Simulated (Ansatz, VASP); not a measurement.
# Cross-check of GaSb between VASP and Ansatz, part 2 of 2

Wanted: the spread between two codes on one cell, functional and k mesh. The cell is a member of a volume series, scaled by 0.94 from a relaxed one, so a pressure remains.

VASP 6.6.1 and Ansatz 0.2.0.

So far, pressure (GPa): step 4 (differences) 3.54; step 8 (cell volume +2.1 %) 2.18.

### 9. VASP: single point, PBE with D3(BJ), volume scaled by 0.98

Level of this step: PBE with D3(BJ); plane waves and PAW (Ga_d, Sb) (VASP).

A single point gives forces, pressure and levels at one fixed geometry, so differences don't come from the geometry; what else differs is listed under the comparison. The cell compared in this pair holds 56.46 Å³, against 55.31 Å³ for the pair before.

INCAR reads:

```
SYSTEM = GaSb
PREC = Accurate
ENCUT = 400
EDIFF = 1E-06
NELM = 100
ISMEAR = 0
SIGMA = 0.05
LREAL = .FALSE.
ALGO = Normal
GGA = PE
IVDW = 12
NBANDS = 15
LORBIT = 11
LWAVE = .FALSE.
LCHARG = .FALSE.
KPAR = 2
ISIF = 2
```

POSCAR reads:

```
GaSb
1.0
    0.0000000000      3.0448547072      3.0448547072
    3.0448547072      0.0000000000      3.0448547072
    3.0448547072      3.0448547072      0.0000000000
Ga Sb
1 1
Direct
    0.0000000000      0.0000000000      0.0000000000
    0.2500000000      0.2500000000      0.2500000000
```

KPOINTS reads:

```
Automatic mesh
0
Gamma
6 6 6
0 0 0
```

The projector-augmented-wave data sets are Ga_d and Sb (PBE family, release 64).

Started as:

```bash
$ mpirun -np 2 vasp_std
```

Numbers of over 12 decimals in the logs are rounded to 6 here.

Log:

```text
[... set-up lines as in an earlier step ...]
 entering main loop
       N       E                     dE             d eps       ncg     rms          rms(c)
DAV:   1     0.701456865286E+02    0.70146E+02   -0.77165E+03   488   0.123E+03
DAV:   2    -0.241242132600E+01   -0.72558E+02   -0.70770E+02   564   0.259E+02
DAV:   3    -0.728519162147E+01   -0.48728E+01   -0.47850E+01   564   0.602E+01
DAV:   4    -0.736321227515E+01   -0.78021E-01   -0.78014E-01   600   0.862E+00
[...]
DAV:  10    -0.730426473541E+01   -0.18810E-04   -0.31933E-05   580   0.391E-02    0.106E-02
DAV:  11    -0.730429028385E+01   -0.25548E-04   -0.35365E-05   550   0.387E-02    0.593E-03
DAV:  12    -0.730429089313E+01   -0.60928E-06   -0.11745E-06   572   0.849E-03
   1 F= -.79795101E+01 E0= -.79794703E+01  d E =-.796287E-04
```

OUTCAR, selected parts (step 9):

```text
 Edisp (eV)   -0.67522

  Total       0.32322     0.32322     0.32322    -0.00000    -0.00000     0.00000
  in kB       9.17223     9.17223     9.17223    -0.00000    -0.00000     0.00000
  external pressure =        9.17 kB  Pullay stress =        0.00 kB

 POSITION                                       TOTAL-FORCE (eV/Angst)
 -----------------------------------------------------------------------------------
      0.00000      0.00000      0.00000        -0.000000     -0.000000      0.000000
      1.52243      1.52243      1.52243         0.000000      0.000000     -0.000000
 -----------------------------------------------------------------------------------
    total drift:                                0.000004      0.000004      0.000004

  FREE ENERGIE OF THE ION-ELECTRON SYSTEM (eV)
  ---------------------------------------------------
  free  energy   TOTEN  =        -7.9795100992 eV

  energy  without entropy=       -7.9794304705  energy(sigma->0) =       -7.97947028

[... 1 part as in an earlier step ...]

[... 2 further parts left out ...]
[key lines of the parts left out:]
E-fermi :   5.0964
```

The run ends at a pressure of 0.92 GPa.

### 10. Ansatz: single point, PBE with D3(BJ), volume scaled by 0.98

The same cell, functional, mesh and smearing now go to Ansatz, which takes its cutoff from its data sets.

The cell is a member of a volume series, scaled by 0.98 from a relaxed one, so a pressure remains.

input.yaml reads:

```yaml
crystal:
  lattice:
    - [0.0, 3.0448547072, 3.0448547072]
    - [3.0448547072, 0.0, 3.0448547072]
    - [3.0448547072, 3.0448547072, 0.0]
  atoms:
    - { symbol: Ga, position: [0.0, 0.0, 0.0] }
    - { symbol: Sb, position: [0.25, 0.25, 0.25] }
hamiltonian:
  xc: pbe
  pseudopotentials: { kind: paw }
  dispersion: d3bj
kpoints:
  mp_grid: { grid: [6, 6, 6] }
scf:
  occupations: { method: gaussian, width: 0.05 }
  n_extra_bands: 4
output:
  forces: true
  stress: true
  eigenvalues: true
```

Started as:

```bash
$ ansatz run input.yaml --threads 2 --pin off --max-ram 4608MiB --backend cpu --events-out ev --progress --plain --runs-dir out
```

Log:

```text
[...]
Crystal: 2 atoms, lattice volume = 56.459 Å³
Basis set: ecut = 420 eV, 1067 PW (Γ), exchange–correlation on 60×60×60 points (8 copies of the dense FFT grid, shifted against one another)
Bands: 18, of which v1, the nominal top of the filled ones, is band 14 counted from 1 (13 counted from 0)
Symmetry: 24 space group operations
[...]
k-points: 16 of 216 (time reversal used)
[...]
--- Band table (eV; the first three rows and the last of 16) ---
  k-point 0: bands = [... 10 lower, -3.6769, 7.8982, 7.8982, 7.8982, 8.0294, 10.6773, 10.6773, 10.6773]
  k-point 1: bands = [... 10 lower, -3.3898, 5.1936, 7.4872, 7.4872, 8.9541, 11.2293, 11.2293, 11.8983]
  k-point 2: bands = [... 10 lower, -2.6229, 2.6831, 6.9348, 6.9348, 8.5242, 11.6798, 11.6798, 14.3961]
  k-point 15: bands = [... 10 lower, -1.1352, 1.1330, 4.6592, 4.8345, 10.4790, 10.7357, 14.0283, 14.0775]
[key lines of the parts left out:]
SCF converged after 6 iterations
Free energy (F): -10268.451748 eV
Fermi energy:    7.972460 eV
P = ⅓ Tr σ = 0.9844 GPa (9.844 kbar)
```

Run time: 1.6 s. Hardware: 2 threads of Arm Neoverse N1, shared host; peak memory 0.31 GiB; 2.8 s of CPU time.

Between step 4 and this run (cell volume +4.3 %) the value for the pressure moves from 3.54 GPa to 0.984 GPa (-72 %).

### 11. Side by side

The two programs side by side:

| quantity | Ansatz | VASP | difference |
| --- | --- | --- | --- |
| pressure (GPa) | 0.98 | 0.92 | +0.07 |
| gap on the k mesh (eV) | 0.131 | 0.131 | 0.000 |

A gap on the mesh is an upper bound, since the band edges may lie between its points. Ansatz's pressure holds a Pulay correction of 0.04 GPa; VASP's holds none.

### 12. Further runs

Further runs change the set-up of one program: Ansatz's method, potentials or start, or VASP's data sets, cutoff or form of LDA. The table gives Ansatz less VASP for each quantity, since a change that brings one quantity closer may part another.

```
                              run  pressure (GPa)  gap on the k mesh (eV)
                         as above           0.067                  3.3e-4
Ansatz's all-electron LAPW method           0.069                  0.0057
```

### 13. Outcome

* difference in gap on the k mesh (single point, PBE with D3(BJ), volume scaled by 0.94): -8.3e-4 eV
* difference in gap on the k mesh (single point, PBE with D3(BJ), volume scaled by 0.96): -2.2e-4 eV
* difference in gap on the k mesh (single point, PBE with D3(BJ), volume scaled by 0.98): 3.3e-4 eV

In words: The difference in gap on the k mesh is -8.3e-4 eV (single point, PBE with D3(BJ), volume scaled by 0.94), within the 0.08 eV picked in this series as the mark of a large difference. Single point, PBE with D3(BJ), volume scaled by 0.94, Ansatz's all-electron LAPW method: the difference in gap on the k mesh goes from -8.3e-4 to 0.0050 eV. Single point, PBE with D3(BJ), volume scaled by 0.98, Ansatz's all-electron LAPW method: the difference in gap on the k mesh goes from 3.3e-4 to 0.0057 eV. How closely two codes agree says nothing of how well the functional describes the real material.

[Lines on the potential files, build, host, timing and source positions are cut from VASP's logs without a mark.]

[Logs are printed without paths, hosts, clocks, repeated set-up lines and the standing remarks that a program may print on its own settings, such as how far it seeks lower states.]

[Hosts, paths, dates, database ids (printed as entryN), source tags and the programs' standing remarks are cut or masked in the printed files.]
